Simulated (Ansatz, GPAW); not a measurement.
# A Ga chain with one P atom in line: relaxation, then transmission at several levels, part 3 of 3

How well does a Ga chain with one P atom in line conduct once its atoms have relaxed, and how much do cheaper levels lose?

GPAW 26.7.0 and Ansatz 0.2.0; Ansatz plane waves; relaxation of the junction with the lead ends held (the session's first sound run).

So far, transmission at the Fermi level (one spin): step 3 (plane-wave reference (PBE)) 0.172; step 5 (GPAW, szp: basis = "szp(dzp)", PBE, GPAW) 0.188; step 6 (GPAW, sz: basis = "sz(dzp)", PBE, GPAW) 0.187; step 7 (revPBE in the dzp basis: xc = "revPBE") 0.171; step 8 (the structure as built: geometry = "as built", PBE, GPAW) 1.75.

## 11. Functional RPBE, mixing 0.25, mixing history 3: xc = "RPBE", beta = 0.25 and nmaxold = 3

The functional moves levels against the Fermi level. Mixing changes the road to self-consistency, not its end. The mixing history changes the road to self-consistency, not its end.

This step: GPAW LCAO, PAW setups; Landauer transmission from Green's functions with principal layers (ASE), zero bias (GPAW 26.7.0).

The input, run.py:

```python
import json
import numpy as np
from ase import Atoms
from ase.transport.calculators import TransportCalculator
from gpaw import GPAW, FermiDirac
from gpaw.lcao.tools import get_lcao_hamiltonian
from scipy.linalg import eigh

# The junction with lead layers at both ends, along the third cell vector
device = Atoms(
    ['Ga', 'Ga', 'Ga', 'Ga', 'Ga', 'Ga', 'P', 'Ga', 'Ga', 'Ga', 'Ga', 'Ga', 'Ga'],
    positions=[
        [4.50000, 4.50000, 1.27500],
        [4.50000, 4.50000, 3.82500],
        [4.50000, 4.50000, 6.37500],
        [4.50000, 4.50000, 8.92500],
        [5.29558, 3.85810, 11.57422],
        [4.66148, 4.39993, 14.35845],
        [5.48107, 3.81124, 16.39054],
        [4.65086, 4.42622, 18.38478],
        [4.10197, 5.48984, 21.00981],
        [4.50000, 4.50000, 23.64660],
        [4.50000, 4.50000, 26.19660],
        [4.50000, 4.50000, 28.74660],
        [4.50000, 4.50000, 31.29660]],
    cell=[[9.0, 0.0, 0.0], [0.0, 9.0, 0.0], [0.0, 0.0, 32.5716]],
    pbc=True)

# One principal layer of the lead: the first 3 atoms of the device
lead = Atoms(
    ['Ga', 'Ga', 'Ga'],
    positions=[
        [4.50000, 4.50000, 1.27500],
        [4.50000, 4.50000, 3.82500],
        [4.50000, 4.50000, 6.37500]],
    cell=[[9.0, 0.0, 0.0], [0.0, 9.0, 0.0], [0.0, 0.0, 7.65]],
    pbc=True)

settings = dict(mode='lcao', basis='dzp', xc='RPBE', h=0.2,
                occupations=FermiDirac(0.1), maxiter=250,
                mixer=dict(beta=0.25, nmaxold=3, weight=100.0),
                convergence=dict(density=0.0001))
energies = np.arange(-2, 2 + 1e-9, 0.025)
eta = 0.0001
n1, n2 = 1, 1
# k and -k transmit alike, so half of the mesh across the current serves
mesh = [(i, j) for i in range(n1) for j in range(n2) if (i, j) <= (-i % n1, -j % n2)]
weights = np.array([1 if (i, j) == (-i % n1, -j % n2) else 2 for i, j in mesh]) / (n1 * n2)

# [... helper functions left out ...]
fermi_lead = ground_state(lead, (1, 1, 15), 'lead.txt')
fermi_device = ground_state(device, (1, 1, 3), 'device.txt')
# [... loop over the mesh left out, but for ...]
        # Shift the lead onto the potential of the device's first layer
        shift = ((H[:, 0, 0] - H0[:, 0, 0]) / S0[0, 0]).real.mean()
# [...]
kT = 8.617333e-5 * 300
bias = [0.1, 0.2, 0.5, 1.0, 1.5, 2.0]
# [... integrals and printing left out ...]
```

Run with:

```
OMP_NUM_THREADS=1 OPENBLAS_NUM_THREADS=1 python run.py
```

The job ended after 2.9 min (1 thread of Intel Xeon Platinum 8375C at 2.90GHz (Ice Lake), shared host; peak memory 0.94 GiB).

This step gave:

| Item | Value |
| --- | --- |
| conductance | 0.1700 G₀ |
| thermopower | -19.81 μV/K |
| largest coupling past the next principal layer | 6.04e-5 eV |
| largest misfit of the first principal layer | 0.04577 eV |
| shift that aligns the lead | -0.03130 eV |
| transmission at the Fermi level (one spin) | 0.1714 |

One spin. Transmission, zone mean against energy, zero at the Fermi level:

energy (eV), transmission, zone mean and a bar:
```
   -2.000       0.07 #
   -1.900       0.07 #
   -1.800       0.07 #
   -1.700       0.08 #
   -1.600       0.09 #
   -1.500       0.12 ##
   -1.400       0.07 #
   -1.300       0.03 
   -1.200       0.01 
   -1.100       0.08 #
   -1.000       0.08 #
   -0.900       0.05 #
   -0.800       0.03 
   -0.700       0.02 
   -0.600       0.01 
   -0.500       0.01 
   -0.400       0.00 
   -0.300       0.00 
   -0.200       0.05 #
   -0.100       0.12 ##
    0.000       0.17 ##
    0.100       0.21 ###
    0.200       0.26 ###
    0.300       0.34 ####
    0.400       0.45 ######
    0.500       0.60 ########
    0.600       0.78 ##########
    0.700       0.94 #############
    0.800       1.10 ###############
    0.900       1.23 #################
    1.000       1.36 ##################
    1.100       1.47 ####################
    1.200       1.57 #####################
    1.300       1.64 ######################
    1.400       1.70 #######################
    1.500       1.75 ########################
    1.600       1.81 ########################
    1.700       1.88 #########################
    1.800       1.98 ###########################
    1.900       2.11 ############################
    2.000       2.24 ##############################
```

Not self-consistent under bias; the bias window is split evenly. Current through one cell, from the zero-bias transmission against bias:

| bias (V) | current through one cell, from the zero-bias transmission (μA) |
| --- | --- |
| 0.100 | 1.31 |
| 0.200 | 2.61 |
| 0.500 | 6.33 |
| 1.000 | 14.8 |
| 1.500 | 30.9 |
| 2.000 | 55.0 |

Table of transmission of the three most open eigenchannels by energy, zero at the Fermi level:

```
energy (eV)  channel 1  channel 2  channel 3
     -2.000     0.0665          0          0
     -1.900     0.0687          0          0
     -1.800     0.0727          0          0
     -1.700     0.0788          0          0
     -1.600     0.0873          0          0
     -1.500      0.116          0          0
     -1.400     0.0743          0          0
     -1.300     0.0290          0          0
     -1.200     0.0102          0          0
     -1.100     0.0841          0          0
     -1.000     0.0812          0          0
     -0.900     0.0520          0          0
     -0.800     0.0305          0          0
     -0.700     0.0179          0          0
     -0.600     0.0107          0          0
     -0.500    0.00666          0          0
     -0.400    0.00431    5.9e-12          0
     -0.300    0.00289     1.3e-8    5.6e-10
     -0.200     0.0299     0.0147    0.00543
     -0.100     0.0639     0.0407     0.0143
      0.000     0.0900     0.0592     0.0223
      0.100      0.107     0.0740     0.0306
      0.200      0.129     0.0895     0.0422
      0.300      0.169      0.107     0.0596
      0.400      0.235      0.130     0.0830
      0.500      0.323      0.166      0.111
      0.600      0.413      0.219      0.143
      0.700      0.477      0.288      0.180
      0.800      0.509      0.365      0.222
      0.900      0.540      0.425      0.269
      1.000      0.607      0.435      0.319
      1.100      0.681      0.426      0.368
      1.200      0.740      0.425      0.403
      1.300      0.781      0.451      0.411
      1.400      0.807      0.473      0.422
      1.500      0.822      0.491      0.440
      1.600      0.830      0.527      0.452
      1.700      0.835      0.593      0.455
      1.800      0.844      0.684      0.457
      1.900      0.884      0.765      0.462
      2.000      0.966      0.801      0.469
```

The conductance, 0.170 G₀, lies 5.6 % below that of the dzp run.

## 12. Results

| Quantity | Value |
| --- | --- |
| conductance | 0.180 G₀ |
| transmission at the Fermi level, mean of the spins | 0.182 |
| thermopower | -19.7 μV/K |

In words: In the dzp basis the junction conducts 0.180 G₀ at 300 K, with T = 0.182 a spin at the Fermi level; the sz basis reaches that conductance within 10 %. Relaxation moved atoms by up to 1.2 Å and took the conductance from 1.74 to 0.180 G₀, as a ratio a larger change than the step from dzp to the minimal basis. Plane waves (PBE) give T = 0.172 there. At the Fermi level the three most open eigenchannels pass 0.095, 0.063 and 0.024. The negative thermopower says that the thermally weighted transmission is larger above the Fermi level, as for electron-like transport. Measured against the first run (pw-pbe), the nearest curve is that of dzp (r.m.s. 0.091) and the farthest that of asbuilt (0.90). Over the compared runs wall time goes from 46 s (sz) to 78 s (pw-pbe), on a shared host; the plane-wave run used 4 threads and the orbital runs 1. The leads kept an estimated spacing and the cell its length, so the junction may be under some tension or compression. The run had no spin polarisation, so a magnetic state, which chains and small molecules with open shells often have, wasn't tested. Energies count from the junction cell's Fermi level; in the run with T = 0.182 there, the aligned lead's own level lies at -0.031 eV, where T interpolates to 0.167; the finite cell leaves the answer open by at least that much. An evenly spaced straight chain is an idealisation: free chains tend to dimerise, zigzag or, where a band edge lies near the Fermi level, turn magnetic. The currents use the zero-bias T(E) throughout, which holds only while the bias is small against the distance to the nearest feature.

[Logs are printed without paths, hosts, clocks, repeated set-up lines and the standing remarks that a program may print on its own settings, such as how far it seeks lower states.]

[Hosts, paths, dates, database ids (printed as entryN), source tags and the programs' standing remarks are cut or masked in the printed files.]
